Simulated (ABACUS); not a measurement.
The system is Re.

```
Re
1.0
     2.76080    0.00000    0.00000
    -1.38040    2.39092    0.00000
     0.00000    0.00000    4.45820
Re
2
Direct
  0.66667 0.33333 0.75000
  0.33333 0.66667 0.25000
```

Base run:

| Property | Result |
| --- | --- |
| Program | ABACUS 3.10.1 |
| Functional | PBE |
| Potentials or basis | PseudoDojo NC SR 0.4.1 PBE standard |
| Cutoff | 993 eV |
| Density cutoff | 3973 eV |
| Basis | plane waves |
| k mesh | 8 × 8 × 4 |
| Occupations | fermi-dirac, width 0.05 eV |
| Spin | no spin polarisation |

Its results: band gap on the k mesh none (metal or under the smearing width); pressure 6.5 GPa.

Q: The run is repeated on the same cell with these changes: cutoff from 993 eV to 1361 eV; density cutoff from 3973 eV to 5442 eV; basis from plane waves to TZDP LCAO (the cutoffs set its grid). What comes out?

A: Band gap on the k mesh none (metal or under the smearing width); pressure 7.1 GPa.

Caveats: the atomic orbitals were generated for these runs and aren't a published set (some runs); the basis of atomic orbitals isn't converged, which shifts pressures, moduli and gaps (some runs).
